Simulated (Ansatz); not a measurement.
The system is SbPt.

```
Pt Sb
1.0
     4.12000    0.00000    0.00000
    -2.06000    3.56802    0.00000
     0.00000    0.00000    5.47000
Pt Sb
2 2
Direct
  0.00000 0.00000 0.50000
  0.00000 0.00000 0.00000
  0.66667 0.33333 0.75000
  0.33333 0.66667 0.25000
```

Base run:

* Program: Ansatz 0.2.0
* Functional: PBEsol
* Potentials or basis: Ansatz PAW
* Cutoff: 420 eV (not typed: the program's choice for these potentials)
* k mesh: 8 × 8 × 5
* Occupations: fermi-dirac, width 0.05 eV
* Spin: no spin polarisation
* Hubbard terms: Pt d U = 8 eV

Its results: band gap on the k mesh none (metal or under the smearing width); pressure 5.3 GPa.

Question: The run is repeated on the same cell with these changes: hubbard terms from Pt d U = 8 eV to Pt d U = 3 eV. What comes out?

Answer: Band gap on the k mesh none (metal or under the smearing width); pressure 3.8 GPa.

Caveats: U without spin polarisation on a metal has little footing; the PAW data sets come from PBE, with cores solved anew for the run's functional, which leaves a small shift of forces and pressure; the U is typed as a test and isn't derived for this compound; the density of states is complete only up to the lowest level of the last band computed.
